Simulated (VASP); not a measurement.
# BaTiO3 (Pm-3m) in VASP: further runs

One crystal, BaTiO3, is run at these levels: PBEsol; tasks: relaxation of cell and atoms.

Everything below comes from runs of VASP 6.6.1. Logs are shortened: lines on timing, memory, paths and dates and some standing lists are left out, and cuts for length are marked.

## Step 1: The crystal as given

The structure is cubic, space group Pm-3m (No. 221). Conventional cell: a = 4.006 Å, b = 4.006 Å, c = 4.006 Å, α = 90.00°, β = 90.00°, γ = 90.00°. Ba (site symmetry m-3m) has 12 O at 2.83 Å as nearest neighbours. Ti (site symmetry m-3m) is surrounded by 6 O at 2.00 Å. O (site symmetry 4/mmm) has 2 Ti at 2.00 Å as nearest neighbours.

The cell was built by a generator and needn't be a form met in nature.

## Step 2: Relaxation of cell and atoms, PBEsol

Contents of INCAR:

```
ALGO = Normal ; EDIFF = 1E-6
EDIFFG = -0.01 ; ENCUT = 600
GGA = PS ; IBRION = 2
ISIF = 3 ; ISMEAR = 0
LASPH = True ; LCHARG = False
LREAL = False ; LWAVE = False
NELM = 80 ; NSW = 90
PREC = Accurate ; SIGMA = 0.03
```

Contents of KPOINTS:

```
k-points
0
Gamma
  8 8 8
```

Contents of POSCAR:

```
BaTiO3
1.0
    4.0060000000      0.0000000000      0.0000000000
    0.0000000000      4.0060000000      0.0000000000
    0.0000000000      0.0000000000      4.0060000000
Ba Ti O
1 1 3
Direct
    0.5000000000      0.5000000000      0.5000000000
    0.0000000000      0.0000000000      0.0000000000
    0.5000000000      0.0000000000      0.0000000000
    0.0000000000      0.5000000000      0.0000000000
    0.0000000000      0.0000000000      0.5000000000
```

Potentials or basis: VASP PAW PBE potentials, release 64 (Ba_sv, Ti_sv, O).

On the command line:

```sh
$ cat potpaw_PBE.64/Ba_sv/POTCAR potpaw_PBE.64/Ti_sv/POTCAR potpaw_PBE.64/O/POTCAR > POTCAR
$ mpirun -np 1 vasp_std > vasp.out
```

OUTCAR:

```text
EDIFF = 1E-6
   EDIFFG = -0.01
   ENCUT = 600
   GGA = PS
   IBRION = 2
   ISIF = 3
   ISMEAR = 0
   LASPH = True
   LREAL = False
   NELM = 80
   NSW = 90
   PREC = Accurate

 ion  position               nearest neighbor table
   1  0.500  0.500  0.500-   3 2.83   4 2.83   5 2.83   3 2.83   4 2.83   3 2.83   5 2.83   3 2.83
                             4 2.83   5 2.83   4 2.83   5 2.83   2 3.47   2 3.47   2 3.47   2 3.47
   2  0.000  0.000  0.000-   3 2.00   4 2.00   5 2.00   5 2.00   4 2.00   3 2.00   1 3.47   1 3.47
                             1 3.47   1 3.47   1 3.47   1 3.47   1 3.47   1 3.47
   3  0.500  0.000  0.000-   2 2.00   2 2.00   1 2.83   1 2.83   1 2.83   1 2.83
   4  0.000  0.500  0.000-   2 2.00   2 2.00   1 2.83   1 2.83   1 2.83   1 2.83
   5  0.000  0.000  0.500-   2 2.00   2 2.00   1 2.83   1 2.83   1 2.83   1 2.83

  LATTYP: Found a simple cubic cell.
 ALAT       =     4.0060000000

  Lattice vectors:

 A1 = (   4.0060000000,   0.0000000000,   0.0000000000)
 A2 = (   0.0000000000,   4.0060000000,   0.0000000000)
 A3 = (   0.0000000000,   0.0000000000,   4.0060000000)

Analysis of symmetry for initial positions (statically):
=====================================================================
 Subroutine PRICEL returns:
 Original cell was already a primitive cell.

 Routine SETGRP: Setting up the symmetry group for a
 simple cubic supercell.

 Subroutine GETGRP returns: Found 48 space group operations
 (whereof 48 operations were pure point group operations)
 out of a pool of 48 trial point group operations.

The static configuration has the point symmetry O_h .

Analysis of symmetry for dynamics (positions and initial velocities):
=====================================================================
 Subroutine PRICEL returns:
 Original cell was already a primitive cell.

 Routine SETGRP: Setting up the symmetry group for a
 simple cubic supercell.

 Subroutine GETGRP returns: Found 48 space group operations
 (whereof 48 operations were pure point group operations)
 out of a pool of 48 trial point group operations.

The dynamic configuration has the point symmetry O_h .

 Subroutine INISYM returns: Found 48 space group operations
 (whereof 48 operations are pure point group operations),
 and found     1 'primitive' translations

----------------------------------------------------------------------------------------

                                     Primitive cell

  volume of cell :      64.2884

  direct lattice vectors                    reciprocal lattice vectors
     4.006000000  0.000000000  0.000000000     0.249625562  0.000000000  0.000000000
     0.000000000  4.006000000  0.000000000     0.000000000  0.249625562  0.000000000
     0.000000000  0.000000000  4.006000000     0.000000000  0.000000000  0.249625562

  length of vectors
     4.006000000  4.006000000  4.006000000     0.249625562  0.249625562  0.249625562

  position of ions in fractional coordinates (direct lattice)
     0.500000000  0.500000000  0.500000000
     0.000000000  0.000000000  0.000000000
     0.500000000  0.000000000  0.000000000
     0.000000000  0.500000000  0.000000000
     0.000000000  0.000000000  0.500000000

  ion indices of the primitive-cell ions
   primitive index   ion index
                 1           1
                 2           2
                 3           3
                 4           4
                 5           5

----------------------------------------------------------------------------------------

 KPOINTS: k-points

Automatic generation of k-mesh.
 Grid dimensions read from file:
 generate k-points for:    8    8    8

 Generating k-lattice:

  Cartesian coordinates                     Fractional coordinates (reciprocal lattice)
     0.031203195  0.000000000  0.000000000     0.125000000  0.000000000  0.000000000
     0.000000000  0.031203195  0.000000000     0.000000000  0.125000000  0.000000000
     0.000000000  0.000000000  0.031203195     0.000000000  0.000000000  0.125000000

  Length of vectors
     0.031203195  0.031203195  0.031203195

  Shift w.r.t. Gamma in fractional coordinates (k-lattice)
     0.000000000  0.000000000  0.000000000

 Subroutine IBZKPT returns following result:
 ===========================================

 Found     35 irreducible k-points:

 Following reciprocal coordinates:
            Coordinates               Weight
  0.000000  0.000000  0.000000      1.000000
  0.125000  0.000000  0.000000      6.000000
  0.250000  0.000000  0.000000      6.000000
  0.375000  0.000000  0.000000      6.000000
  0.500000  0.000000  0.000000      3.000000
  0.125000  0.125000  0.000000     12.000000
[... 16 lines left out ...]
  0.375000  0.375000  0.125000     24.000000
  0.500000  0.375000  0.125000     24.000000
 [... further k-points ...]
   k-points           NKPTS =     35   k-points in BZ     NKDIM =     35   number of bands    NBANDS=     24
   number of dos      NEDOS =    301   number of ions     NIONS =      5
   total plane-waves  NPLWV =  32768
   dimension x,y,z NGX =    32 NGY =   32 NGZ =   32
   dimension x,y,z NGXF=    64 NGYF=   64 NGZF=   64
   ions per type =               1   1   3
   NGX,Y,Z   is equivalent  to a cutoff of  13.28, 13.28, 13.28 a.u.
   NGXF,Y,Z  is equivalent  to a cutoff of  26.56, 26.56, 26.56 a.u.
 SYSTEM =  unknown system
   PREC   = accura    normal or accurate (medium, high low for compatibility)
   ISTART =      0    job   : 0-new  1-cont  2-samecut
   ICHARG =      2    charge: 1-file 2-atom 10-const
   ISPIN  =      1    spin polarized calculation?
   LNONCOLLINEAR =      F non collinear calculations
   LSORBIT =      F    spin-orbit coupling
   LASPH  =      T    aspherical Exc in radial PAW
   ENCUT  =  600.0 eV  44.10 Ry    6.64 a.u.   8.00  8.00  8.00*2*pi/ulx,y,z
   NELM   =     80;   NELMIN=  2; NELMDL= -5     # of ELM steps
   EDIFF  = 0.1E-05   stopping-criterion for ELM
   LREAL  =      F    real-space projection
   EDIFFG = -.1E-01   stopping-criterion for IOM
   NSW    =     90    number of steps for IOM
   IBRION =      2    ionic relax: 0-MD 1-quasi-New 2-CG
   NFREE  =      1    steps in history (QN), initial steepest desc. (CG)
   ISIF   =      3    stress and relaxation
   ISYM   =      2    0-nonsym 1-usesym 2-fastsym
   POTIM  = 0.5000    time-step for ionic-motion
   TEBEG  =    0.0;   TEEND  =   0.0 temperature during run
   PSTRESS=    0.0 pullay stress
   NELECT =      40.0000    total number of electrons
   NUPDOWN=      -1.0000    fix difference up-down
   EMIN   =  10.00;   EMAX   =-10.00  energy-range for DOS
   EFERMI =   0.00;   METHOD = LEGACY
   ISMEAR =     0;   SIGMA  =   0.03  broadening in eV -4-tet -1-fermi 0-gaus
   EFERMI_NEDOS =   21; number of points for ismear=-14 and -15
   IALGO  =     38    algorithm
   IMIX   =      4    mixing-type and parameters
     AMIX     =   0.40;   BMIX     =  1.00
     AMIX_MAG =   1.60;   BMIX_MAG =  1.00
  volume/ion in A,a.u.               =      12.86        86.77
  Fermi-wavevector in a.u.,A,eV,Ry     =   1.397603  2.641087 26.576187  1.953295
  Thomas-Fermi vector in A             =   2.520843
   LORBIT       =      0    0 simple, 1 ext, 2 COOP (PROOUT), +10 PAW based schemes
   GGA     = PS    functional components
   LHFCALC =     F    Hartree Fock is set to
   AEXX    =    0.0000 exact exchange contribution
   IVDW    =     0    specifies the selected vdW correction
   LEPSILON=     F    determine dielectric tensor
   LRPA    =     F    only Hartree local field effects (RPA)
 conjugate gradient relaxation of ions
 non-spin polarized calculation
 Gauss-broadening in eV      SIGMA  =   0.03
  energy-cutoff  :      600.00
  volume of cell :       64.29
 maximum number of plane-waves:      2176
   NGX = 17   NGY = 17   NGZ = 17

--------------------------------------- Ionic step        1  -------------------------------------------

 number of electron      39.9999998 magnetization

 Free energy of the ion-electron system (eV)
  ---------------------------------------------------
  ext. energy  EPLUGINS =         0.00000000
  ---------------------------------------------------
  free energy    TOTEN  =       -41.97915182 eV

  energy without entropy =      -41.97915182  energy(sigma->0) =      -41.97915182

------------------------ aborting loop because EDIFF is reached ----------------------------------------

  FORCE on cell =-STRESS in cart. coord.  units (eV):
  Direction    XX          YY          ZZ          XY          YZ          ZX
  --------------------------------------------------------------------------------------
  -------------------------------------------------------------------------------------
  Total       -1.1776369     -1.1776369     -1.1776369     -0.0000000      0.0000000     -0.0000000
  in kB      -29.3487194    -29.3487194    -29.3487194     -0.0000000      0.0000000     -0.0000000
  external PRESSURE =     -29.3487194 kB  Pullay stress =       0.0000000 kB

 VOLUME and BASIS-vectors are now :
 -----------------------------------------------------------------------------
  energy-cutoff  :      600.00
  volume of cell :       64.29
      direct lattice vectors                 reciprocal lattice vectors
     4.006000000  0.000000000  0.000000000     0.249625562  0.000000000  0.000000000
     0.000000000  4.006000000  0.000000000     0.000000000  0.249625562  0.000000000
     0.000000000  0.000000000  4.006000000     0.000000000  0.000000000  0.249625562
[... 40 lines left out ...]
 POSITION                                       TOTAL-FORCE (eV/Angst)
 -----------------------------------------------------------------------------------
      1.98024      1.98024      1.98024        -0.000000      0.000000      0.000000
      0.00000      0.00000      0.00000         0.000000     -0.000000     -0.000000
      1.98024     -0.00000     -0.00000         0.000000     -0.000000     -0.000000
     -0.00000      1.98024     -0.00000         0.000000     -0.000000     -0.000000
     -0.00000      0.00000      1.98024         0.000000      0.000000     -0.000000
 -----------------------------------------------------------------------------------
    total drift:                                0.000000      0.000000     -0.000000

  FREE ENERGIE OF THE ION-ELECTRON SYSTEM (eV)
  ---------------------------------------------------
  free  energy   TOTEN  =       -41.9790762581 eV

  energy  without entropy=      -41.9790762581  energy(sigma->0) =      -41.97907626

--------------------------------------- Ionic step        3  -------------------------------------------

 number of electron      39.9999986 magnetization

 Free energy of the ion-electron system (eV)
  ---------------------------------------------------
  ext. energy  EPLUGINS =         0.00000000
  ---------------------------------------------------
  free energy    TOTEN  =       -41.98943879 eV

  energy without entropy =      -41.98943879  energy(sigma->0) =      -41.98943879

 E-fermi :   4.1223     XC(G=0): -11.5946

 val. band max:        3.8025947846   @ k =   0.5000   0.5000   0.5000
 cond. band min:       5.5304505469   @ k =   0.0000   0.0000   0.0000
 fundamental gap:      1.7278557623
 Fermi energy:         4.1223251082

 k-point     1 :       0.0000    0.0000    0.0000
  band No.  band energies     occupation
      1     -52.5048      2.00000
      2     -28.8375      2.00000
      3     -28.8375      2.00000
      4     -28.8375      2.00000
      5     -20.9230      2.00000
      6     -13.0459      2.00000
[... 16 lines left out ...]
     23       5.5305      0.00000
     24       7.8395      0.00000
[... 598 lines left out ...]
      2     -28.8915      2.00000
      3     -28.8828      2.00000
      4     -28.8416      2.00000
      5     -20.7073      2.00000
      6     -12.7275      2.00000
[... 16 lines left out ...]
     23       7.7161      0.00000
     24       9.1607      0.00000

 [... further k-points ...]

------------------------ aborting loop because EDIFF is reached ----------------------------------------

  FORCE on cell =-STRESS in cart. coord.  units (eV):
  Direction    XX          YY          ZZ          XY          YZ          ZX
  --------------------------------------------------------------------------------------
  -------------------------------------------------------------------------------------
  Total       -0.0012796     -0.0012796     -0.0012796     -0.0000000     -0.0000000     -0.0000000
  in kB       -0.0324439     -0.0324439     -0.0324439     -0.0000000     -0.0000000     -0.0000000
  external PRESSURE =      -0.0324439 kB  Pullay stress =       0.0000000 kB

 VOLUME and BASIS-vectors are now :
 -----------------------------------------------------------------------------
  energy-cutoff  :      600.00
  volume of cell :       63.19
      direct lattice vectors                 reciprocal lattice vectors
     3.983082874 -0.000000000 -0.000000000     0.251061811  0.000000000  0.000000000
    -0.000000000  3.983082874 -0.000000000     0.000000000  0.251061811 -0.000000000
    -0.000000000  0.000000000  3.983082874     0.000000000  0.000000000  0.251061811

 POSITION                                       TOTAL-FORCE (eV/Angst)
 -----------------------------------------------------------------------------------
      1.99154      1.99154      1.99154        -0.000000     -0.000000      0.000000
      0.00000      0.00000      0.00000         0.000000     -0.000000     -0.000000
      1.99154     -0.00000     -0.00000         0.000000     -0.000000     -0.000000
     -0.00000      1.99154     -0.00000         0.000000     -0.000000     -0.000000
     -0.00000      0.00000      1.99154         0.000000      0.000000     -0.000000
 -----------------------------------------------------------------------------------
    total drift:                                0.000000      0.000000     -0.000000

  FREE ENERGIE OF THE ION-ELECTRON SYSTEM (eV)
  ---------------------------------------------------
  free  energy   TOTEN  =       -41.9894387902 eV

  energy  without entropy=      -41.9894387902  energy(sigma->0) =      -41.98943879

 reached required accuracy - stopping structural energy minimisation
```

Run time: 96 s. Hardware: 1 thread of Intel Xeon Platinum 8259CL at 2.50GHz (Skylake/Cascade Lake), shared host; peak memory 0.23 GiB.

Results:

- Free energy: -41.9894 eV
- Relaxed volume: 12.64 Å³/atom
- Relaxed cell: a = 3.983 Å, b = 3.983 Å, c = 3.983 Å, α = 90.00°, β = 90.00°, γ = 90.00°
- Space group after relaxing (to 0.05 Å): Pm-3m (No. 221)
- Energy gained by relaxing: 2.1 meV/atom
- Ionic steps: 3
- Pressure after relaxing: 0.0 GPa
- Band gap on the k mesh: 1.73 eV, indirect (least direct gap 1.86 eV)

The path:
| step | energy change (eV) | largest force (eV/Å) | pressure (GPa) | volume (Å³) |
| --- | --- | --- | --- | --- |
| 1 | 0.0000 | 0.0000 | -2.93 | 64.29 |
| 2 | 0.0001 | 0.0000 | 3.16 | 62.12 |
| 3 | -0.0103 | 0.0000 | 0.00 | 63.19 |

Final structure:
```xyz
5
Lattice="3.9831 0.0000 0.0000 0.0000 3.9831 0.0000 0.0000 0.0000 3.9831" Properties=species:S:1:pos:R:3 pbc="T T T"
Ba    1.9915    1.9915    1.9915
Ti    0.0000    0.0000    0.0000
O     1.9915    0.0000    0.0000
O     0.0000    1.9915    0.0000
O     0.0000    0.0000    1.9915
```

Caveat: the PAW data sets were made with another functional, which shifts forces and pressure a little; spin-orbit coupling is left out, which moves the levels of the heavy elements. A k mesh can miss the band edges.

[end of part 1 of 2]
